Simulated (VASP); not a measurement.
# MgO (Fm-3m) in VASP: notebook

The runs below take MgO through single point, with PBEsol, r2SCAN.

All numbers are computed with VASP 6.6.1; they aren't measurements. Logs are shortened: lines on timing, memory, paths and dates and some standing lists are left out, and cuts for length are marked.

**The experiment to reproduce.**

From “Electronic structure of alkaline earth and post-transition metal oxides”, 2009, arxiv:0908.1581, for a bulk crystal of MgO: band gap 7.83 eV.

The results are compared with them further down.

## (1) The crystal as given

It takes space group Fm-3m (No. 225, cubic). Conventional cell: a = 4.208 Å, b = 4.208 Å, c = 4.208 Å, α = 90.00°, β = 90.00°, γ = 90.00°. Mg (site symmetry m-3m) is surrounded by 6 O at 2.10 Å. O (site symmetry m-3m) has 6 Mg at 2.10 Å as nearest neighbours.

## (2) Single point, PBEsol

Input file INCAR:

```
SYSTEM = MgO
  PREC = Accurate
  ENCUT = 520
  EDIFF = 1E-6
  ISMEAR = 0
  SIGMA = 0.5
  LREAL = .FALSE.
  LASPH = .TRUE.
  NELM = 80
  ALGO = Normal
  ISIF = 2
  LWAVE = .FALSE.
  LCHARG = .FALSE.
  GGA = PS
  NBANDS = 11
```

Input file KPOINTS:

```
Automatic mesh
0
G
  10 10 10
  0 0 0
```

Input file POSCAR:

```
MgO
1.0
    0.0000000000      2.1038000000      2.1038000000
    2.1038000000      0.0000000000      2.1038000000
    2.1038000000      2.1038000000      0.0000000000
Mg O
1 1
Direct
    0.0000000000      0.0000000000      0.0000000000
    0.5000000000      0.5000000000      0.5000000000
```

Potentials or basis: VASP PAW PBE potentials, release 64 (Mg, O).

On the command line:

```sh
> cat potpaw_PBE.64/Mg/POTCAR potpaw_PBE.64/O/POTCAR > POTCAR
> mpirun -np 1 vasp_std > vasp.out
```

OUTCAR:

```text
SYSTEM = MgO
   PREC = Accurate
   ENCUT = 520
   EDIFF = 1E-6
   ISMEAR = 0
   LREAL = .FALSE.
   LASPH = .TRUE.
   NELM = 80
   ISIF = 2
   GGA = PS

 ion  position               nearest neighbor table
   1  0.000  0.000  0.000-   2 2.10   2 2.10   2 2.10   2 2.10   2 2.10   2 2.10
   2  0.500  0.500  0.500-   1 2.10   1 2.10   1 2.10   1 2.10   1 2.10   1 2.10

  LATTYP: Found a face centered cubic cell.
 ALAT       =     4.2076000000

  Lattice vectors:

 A1 = (   0.0000000000,   2.1038000000,   2.1038000000)
 A2 = (   2.1038000000,   0.0000000000,   2.1038000000)
 A3 = (   2.1038000000,   2.1038000000,   0.0000000000)

Analysis of symmetry for initial positions (statically):
=====================================================================
 Subroutine PRICEL returns:
 Original cell was already a primitive cell.

 Routine SETGRP: Setting up the symmetry group for a
 face centered cubic supercell.

 Subroutine GETGRP returns: Found 48 space group operations
 (whereof 48 operations were pure point group operations)
 out of a pool of 48 trial point group operations.

The static configuration has the point symmetry O_h .

Analysis of symmetry for dynamics (positions and initial velocities):
=====================================================================
 Subroutine PRICEL returns:
 Original cell was already a primitive cell.

 Routine SETGRP: Setting up the symmetry group for a
 face centered cubic supercell.

 Subroutine GETGRP returns: Found 48 space group operations
 (whereof 48 operations were pure point group operations)
 out of a pool of 48 trial point group operations.

The dynamic configuration has the point symmetry O_h .

 Subroutine INISYM returns: Found 48 space group operations
 (whereof 48 operations are pure point group operations),
 and found     1 'primitive' translations

----------------------------------------------------------------------------------------

                                     Primitive cell

  volume of cell :      18.6227

  direct lattice vectors                    reciprocal lattice vectors
     0.000000000  2.103800000  2.103800000    -0.237665177  0.237665177  0.237665177
     2.103800000  0.000000000  2.103800000     0.237665177 -0.237665177  0.237665177
     2.103800000  2.103800000  0.000000000     0.237665177  0.237665177 -0.237665177

  length of vectors
     2.975222493  2.975222493  2.975222493     0.411648162  0.411648162  0.411648162

  position of ions in fractional coordinates (direct lattice)
     0.000000000  0.000000000  0.000000000
     0.500000000  0.500000000  0.500000000

  ion indices of the primitive-cell ions
   primitive index   ion index
                 1           1
                 2           2

----------------------------------------------------------------------------------------

 KPOINTS: Automatic mesh

Automatic generation of k-mesh.
 Grid dimensions read from file:
 generate k-points for:   10   10   10

 Generating k-lattice:

  Cartesian coordinates                     Fractional coordinates (reciprocal lattice)
    -0.023766518  0.023766518  0.023766518     0.100000000  0.000000000  0.000000000
     0.023766518 -0.023766518  0.023766518     0.000000000  0.100000000  0.000000000
     0.023766518  0.023766518 -0.023766518     0.000000000  0.000000000  0.100000000

  Length of vectors
     0.041164816  0.041164816  0.041164816

  Shift w.r.t. Gamma in fractional coordinates (k-lattice)
     0.000000000  0.000000000  0.000000000

 Subroutine IBZKPT returns following result:
 ===========================================

 Found     47 irreducible k-points:

 Following reciprocal coordinates:
            Coordinates               Weight
  0.000000  0.000000  0.000000      1.000000
  0.100000  0.000000  0.000000      8.000000
  0.200000  0.000000  0.000000      8.000000
  0.300000  0.000000  0.000000      8.000000
  0.400000  0.000000  0.000000      8.000000
  0.500000  0.000000  0.000000      4.000000
[... 16 lines left out ...]
  0.300000  0.300000  0.000000      6.000000
  0.400000  0.300000  0.000000     24.000000
 [... further k-points ...]
   k-points           NKPTS =     47   k-points in BZ     NKDIM =     47   number of bands    NBANDS=     11
   number of dos      NEDOS =    301   number of ions     NIONS =      2
   total plane-waves  NPLWV =  13824
   dimension x,y,z NGX =    24 NGY =   24 NGZ =   24
   dimension x,y,z NGXF=    48 NGYF=   48 NGZF=   48
   ions per type =               1   1
   NGX,Y,Z   is equivalent  to a cutoff of  13.41, 13.41, 13.41 a.u.
   NGXF,Y,Z  is equivalent  to a cutoff of  26.82, 26.82, 26.82 a.u.
 SYSTEM =  MgO
   PREC   = accura    normal or accurate (medium, high low for compatibility)
   ISTART =      0    job   : 0-new  1-cont  2-samecut
   ICHARG =      2    charge: 1-file 2-atom 10-const
   ISPIN  =      1    spin polarized calculation?
   LNONCOLLINEAR =      F non collinear calculations
   LSORBIT =      F    spin-orbit coupling
   LASPH  =      T    aspherical Exc in radial PAW
   ENCUT  =  520.0 eV  38.22 Ry    6.18 a.u.   5.53  5.53  5.53*2*pi/ulx,y,z
   NELM   =     80;   NELMIN=  2; NELMDL= -5     # of ELM steps
   EDIFF  = 0.1E-05   stopping-criterion for ELM
   LREAL  =      F    real-space projection
   EDIFFG = 0.1E-04   stopping-criterion for IOM
   NSW    =      0    number of steps for IOM
   IBRION =     -1    ionic relax: 0-MD 1-quasi-New 2-CG
   NFREE  =      0    steps in history (QN), initial steepest desc. (CG)
   ISIF   =      2    stress and relaxation
   ISYM   =      2    0-nonsym 1-usesym 2-fastsym
   POTIM  = 0.5000    time-step for ionic-motion
   TEBEG  =    0.0;   TEEND  =   0.0 temperature during run
   PSTRESS=    0.0 pullay stress
   NELECT =       8.0000    total number of electrons
   NUPDOWN=      -1.0000    fix difference up-down
   EMIN   =  10.00;   EMAX   =-10.00  energy-range for DOS
   EFERMI =   0.00;   METHOD = LEGACY
   ISMEAR =     0;   SIGMA  =   0.50  broadening in eV -4-tet -1-fermi 0-gaus
   EFERMI_NEDOS =   21; number of points for ismear=-14 and -15
   IALGO  =     38    algorithm
   IMIX   =      4    mixing-type and parameters
     AMIX     =   0.40;   BMIX     =  1.00
     AMIX_MAG =   1.60;   BMIX_MAG =  1.00
  volume/ion in A,a.u.               =       9.31        62.84
  Fermi-wavevector in a.u.,A,eV,Ry     =   1.235256  2.334296 20.760557  1.525858
  Thomas-Fermi vector in A             =   2.369913
   LORBIT       =      0    0 simple, 1 ext, 2 COOP (PROOUT), +10 PAW based schemes
   GGA     = PS    functional components
   LHFCALC =     F    Hartree Fock is set to
   AEXX    =    0.0000 exact exchange contribution
   IVDW    =     0    specifies the selected vdW correction
   LEPSILON=     F    determine dielectric tensor
   LRPA    =     F    only Hartree local field effects (RPA)
 non-spin polarized calculation
 Gauss-broadening in eV      SIGMA  =   0.50
  energy-cutoff  :      520.00
  volume of cell :       18.62
 maximum number of plane-waves:       531
 NGX is ok and might be reduce to    24

 number of electron       8.0000005 magnetization

 Free energy of the ion-electron system (eV)
  ---------------------------------------------------
  ext. energy  EPLUGINS =         0.00000000
  ---------------------------------------------------
  free energy    TOTEN  =       -12.51242230 eV

  energy without entropy =      -12.51242230  energy(sigma->0) =      -12.51242230

 E-fermi :   5.1417     XC(G=0): -11.3258

 val. band max:        3.0912500308   @ k =   0.0000   0.0000   0.0000
 cond. band min:       7.7562494688   @ k =   0.0000   0.0000   0.0000
 fundamental gap:      4.6649994380
 Fermi energy:         5.1417331853

 k-point     1 :       0.0000    0.0000    0.0000
  band No.  band energies     occupation
      1     -14.1312      2.00000
      2       3.0912      2.00000
      3       3.0913      2.00000
      4       3.0913      2.00000
      5       7.7562      0.00000
      6      18.7407      0.00000
      7      18.7407      0.00000
      8      18.7407      0.00000
      9      22.5916      0.00000
     10      24.4790      0.00000
     11      24.4790      0.00000

 k-point     2 :       0.1000    0.0000    0.0000
  band No.  band energies     occupation
      1     -14.0227      2.00000
      2       2.4271      2.00000
      3       3.0222      2.00000
      4       3.0222      2.00000
      5       8.3903      0.00000
      6      17.4783      0.00000
      7      18.9834      0.00000
      8      18.9834      0.00000
      9      23.7591      0.00000
     10      23.7591      0.00000
     11      24.2777      0.00000

 k-point     3 :       0.2000    0.0000    0.0000
  band No.  band energies     occupation
      1     -13.7244      2.00000
      2       1.0857      2.00000
      3       2.8473      2.00000
      4       2.8473      2.00000
      5       9.5828      0.00000
      6      15.9729      0.00000
      7      19.4786      0.00000
      8      19.4786      0.00000
      9      23.0650      0.00000
     10      23.0650      0.00000
     11      25.2629      0.00000
[... 267 lines left out ...]
 k-point    23 :       0.3000    0.3000    0.0000
  band No.  band energies     occupation
      1     -13.1128      2.00000
      2      -0.1137      2.00000
      3       2.1374      2.00000
      4       2.1374      2.00000
      5      11.8916      0.00000
      6      13.3335      0.00000
      7      17.4334      0.00000
      8      20.9267      0.00000
      9      20.9267      0.00000
     10      27.1500      0.00000
     11      30.4483      0.00000

 k-point    24 :       0.4000    0.3000    0.0000
  band No.  band energies     occupation
      1     -12.8572      2.00000
      2      -0.5465      2.00000
      3       1.7634      2.00000
      4       1.9879      2.00000
      5      12.5856      0.00000
      6      13.1098      0.00000
      7      16.6044      0.00000
      8      21.1778      0.00000
      9      21.3829      0.00000
     10      27.8927      0.00000
     11      30.0487      0.00000

 [... further k-points ...]

------------------------ aborting loop because EDIFF is reached ----------------------------------------

  FORCE on cell =-STRESS in cart. coord.  units (eV):
  Direction    XX          YY          ZZ          XY          YZ          ZX
  --------------------------------------------------------------------------------------
  -------------------------------------------------------------------------------------
  Total        0.0270771      0.0270771      0.0270771     -0.0000000     -0.0000000      0.0000000
  in kB        2.3295390      2.3295390      2.3295390     -0.0000000     -0.0000000      0.0000000
  external PRESSURE =       2.3295390 kB  Pullay stress =       0.0000000 kB

 VOLUME and BASIS-vectors are now :
 -----------------------------------------------------------------------------
  energy-cutoff  :      520.00
  volume of cell :       18.62
      direct lattice vectors                 reciprocal lattice vectors
     0.000000000  2.103800000  2.103800000    -0.237665177  0.237665177  0.237665177
     2.103800000  0.000000000  2.103800000     0.237665177 -0.237665177  0.237665177
     2.103800000  2.103800000  0.000000000     0.237665177  0.237665177 -0.237665177

 POSITION                                       TOTAL-FORCE (eV/Angst)
 -----------------------------------------------------------------------------------
      0.00000      0.00000      0.00000         0.000000      0.000000      0.000000
      2.10380      2.10380      2.10380        -0.000000     -0.000000      0.000000
 -----------------------------------------------------------------------------------
    total drift:                               -0.000000     -0.000000      0.000000

  FREE ENERGIE OF THE ION-ELECTRON SYSTEM (eV)
  ---------------------------------------------------
  free  energy   TOTEN  =       -12.5124223049 eV

  energy  without entropy=      -12.5124223047  energy(sigma->0) =      -12.51242230
```

Run time: 6.8 s. Hardware: 1 thread of Intel Xeon Platinum 8488C (Sapphire Rapids), shared host; peak memory 0.14 GiB.

What came out:

```yaml
Free_energy: -12.5124 eV
Pressure: 0.2 GPa
Band_gap_on_the_k_mesh: 4.66 eV, direct
```

Levels at points of the mesh, in eV from the valence-band top:
```tsv
k point	band 1	band 2	band 3	band 4	band 5	band 6	band 7	band 8	band 9
(0.00, 0.00, 0.00)	-17.22	0.00	0.00	0.00	4.66	15.65	15.65	15.65	19.50
(0.50, 0.00, 0.00)	-15.90	-4.69	-0.67	-0.67	7.76	12.54	16.21	16.21	20.81
(0.50, 0.50, 0.00)	-15.63	-4.16	-1.37	-1.37	8.92	9.91	13.01	18.89	18.89
```

Caveat: the PAW data sets were made with another functional, which shifts forces and pressure a little.

## (3) Single point, PBEsol

Changes to INCAR since step 2:

```diff
@@ -2,6 +2,6 @@
   PREC = Accurate
-  ENCUT = 520
+  ENCUT = 900
   EDIFF = 1E-6
   ISMEAR = 0
-  SIGMA = 0.5
+  SIGMA = 0.02
   LREAL = .FALSE.
```

KPOINTS is that of step 2.

POSCAR is that of step 2.

Potentials or basis: VASP PAW PBE potentials, release 64 (Mg, O_h).

On the command line:

```sh
> cat potpaw_PBE.64/Mg/POTCAR potpaw_PBE.64/O_h/POTCAR > POTCAR
> mpirun -np 1 vasp_std > vasp.out
```

It took 20 s on 1 thread of Intel Xeon Platinum 8488C (Sapphire Rapids), shared host; peak memory 0.18 GiB.

The run converged. Its results:

```
Free energy            : -12.5196 eV
Pressure               : -0.3 GPa
Band gap on the k mesh : 4.67 eV, direct
```

Levels at points of the mesh, in eV from the valence-band top:
| k point | band 1 | band 2 | band 3 | band 4 | band 5 | band 6 | band 7 | band 8 | band 9 |
| --- | --- | --- | --- | --- | --- | --- | --- | --- | --- |
| (0.00, 0.00, 0.00) | -17.22 | 0.00 | 0.00 | 0.00 | 4.67 | 15.65 | 15.65 | 15.65 | 19.50 |
| (0.50, 0.00, 0.00) | -15.90 | -4.69 | -0.67 | -0.67 | 7.77 | 12.54 | 16.21 | 16.21 | 20.82 |
| (0.50, 0.50, 0.00) | -15.63 | -4.16 | -1.37 | -1.37 | 8.93 | 9.91 | 13.01 | 18.89 | 18.89 |

Caveat: the cutoff is under 1.25 times the usual one of these potentials, so pressure, stress and relaxed cells hold a basis-set (Pulay) error; the PAW data sets were made with another functional, which shifts forces and pressure a little.

## (4) Single point, r2SCAN

Changes to INCAR since step 3:

```diff
@@ -2,3 +2,3 @@
   PREC = Accurate
-  ENCUT = 900
+  ENCUT = 520
   EDIFF = 1E-6
@@ -13,3 +13,4 @@
   LCHARG = .FALSE.
-  GGA = PS
+  METAGGA = R2SCAN
+  LMIXTAU = .TRUE.
   NBANDS = 11
```

KPOINTS is that of step 3.

POSCAR is that of step 3.

Potentials or basis: VASP PAW PBE potentials, release 64 (Mg, O).

On the command line:

```sh
> cat potpaw_PBE.64/Mg/POTCAR potpaw_PBE.64/O/POTCAR > POTCAR
> mpirun -np 1 vasp_std > vasp.out
```

It took 37 s on 1 thread of Intel Xeon Platinum 8488C (Sapphire Rapids), shared host; peak memory 0.14 GiB.

It converged, with:

* Free energy: -16.1608 eV
* Pressure: -1.5 GPa
* Band gap on the k mesh: 5.64 eV, direct

Levels at points of the mesh, in eV from the valence-band top:
```
           k point  band 1  band 2  band 3  band 4  band 5  band 6  band 7  band 8  band 9
(0.00, 0.00, 0.00)  -18.22    0.00    0.00    0.00    5.64   16.85   16.85   16.85   21.01
(0.50, 0.00, 0.00)  -16.96   -4.62   -0.68   -0.68    8.82   13.84   17.45   17.45   22.42
(0.50, 0.50, 0.00)  -16.71   -4.11   -1.38   -1.38   10.04   11.10   14.32   20.42   20.42
```

Caveat: the PAW data sets were made with another functional, which shifts forces and pressure a little.

## (5) The runs side by side

```csv
level,potentials or basis,cutoff (eV),smearing,gap on the mesh (eV),pressure (GPa)
PBEsol,"VASP PAW PBE potentials, release 64 (Mg, O)",520,gaussian 0.5 eV,4.66,0.2
PBEsol,"VASP PAW PBE potentials, release 64 (Mg, O_h)",900,gaussian 0.02 eV,4.67,-0.3
r2SCAN,"VASP PAW PBE potentials, release 64 (Mg, O)",520,gaussian 0.02 eV,5.64,-1.5
```

Alike in all rows: task single point; no spin polarisation; cell as given; k mesh 10 × 10 × 10.

Caveats: the PAW data sets were made with another functional, which shifts forces and pressure a little; the cutoff is under 1.25 times the usual one of these potentials, so pressure, stress and relaxed cells hold a basis-set (Pulay) error (some runs).

Total energies depend on the potentials used, so only differences within one code and one set of settings carry meaning.

## (6) Against experiment

Step 2. A measured gap of MgO is 7.83 eV (quoted in “Electronic structure of alkaline earth and post-transition metal oxides”, 2009, arxiv:0908.1581); the calculated 4.66 eV misses it by -3.17 eV. The value is that of PBEsol, without temperature or zero-point motion. Semilocal functionals fall short of measured gaps as a rule.

Step 3. Against the measured gap of MgO, 7.83 eV (quoted in “Electronic structure of alkaline earth and post-transition metal oxides”, 2009, arxiv:0908.1581), the calculated 4.67 eV is off by -3.16 eV. The value is that of PBEsol, without temperature or zero-point motion. Semilocal functionals fall short of measured gaps as a rule.

Step 4. Against the measured gap of MgO, 7.83 eV (quoted in “Electronic structure of alkaline earth and post-transition metal oxides”, 2009, arxiv:0908.1581), the calculated 5.64 eV is off by -2.19 eV. The value is that of r2SCAN, without temperature or zero-point motion.
